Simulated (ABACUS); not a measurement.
# ZrB2 under changes of volume

One of the cells (10.249 Å³/atom); the others are scaled copies at fixed shape and fractional positions:

```
Zr B
1.0
     3.17000    0.00000    0.00000
    -1.58500    2.74530    0.00000
     0.00000    0.00000    3.53300
Zr B
1 2
Cartesian
  0.0000 0.0000 0.0000
  1.5850 0.9151 1.7665
  0.0000 1.8302 1.7665
```

| Property | Result |
| --- | --- |
| Program | ABACUS 3.10.1 |
| Functional | PBE |
| Potentials or basis | PseudoDojo NC SR 0.4.1 PBE standard |
| Cutoff | 1361 eV |
| Density cutoff | 5442 eV |
| Basis | DZP LCAO (the cutoffs set its grid) |
| k mesh | 10 × 10 × 8 |
| Occupations | fermi-dirac, width 0.05 eV |
| Spin | no spin polarisation |

```tsv
volume (Å³/atom)	energy over the lowest point (meV/atom)	pressure (GPa)
9.634	36.21	18.4
9.839	16.78	12.1
10.044	?	?
10.249	0.00	1.4
10.454	1.29	-3.3
10.659	8.24	-7.5
10.864	20.32	-11.3
```

Question: What does the run at 10.044 Å³/atom give?

Answer: Energy over the lowest point 4.95 meV/atom; pressure 6.5 GPa.

Worked out: A Birch-Murnaghan fit of order 3 (a polynomial in V^(-2/3)) to the other rows has its minimum at 10.31 Å³/atom with B0 = V·E''(V) = 238 GPa and B' = 3.9 at fixed shape and positions, which overstates the stiffness. It gives 4.95 meV/atom at 10.044 Å³/atom, against the run's 4.95, and -dE/dV = 6.5 GPa, against 6.5.

Energies are extrapolated to zero smearing.

Caveats: the atomic orbitals were generated for these runs and aren't a published set; the basis of atomic orbitals isn't converged, which shifts pressures, moduli and gaps.
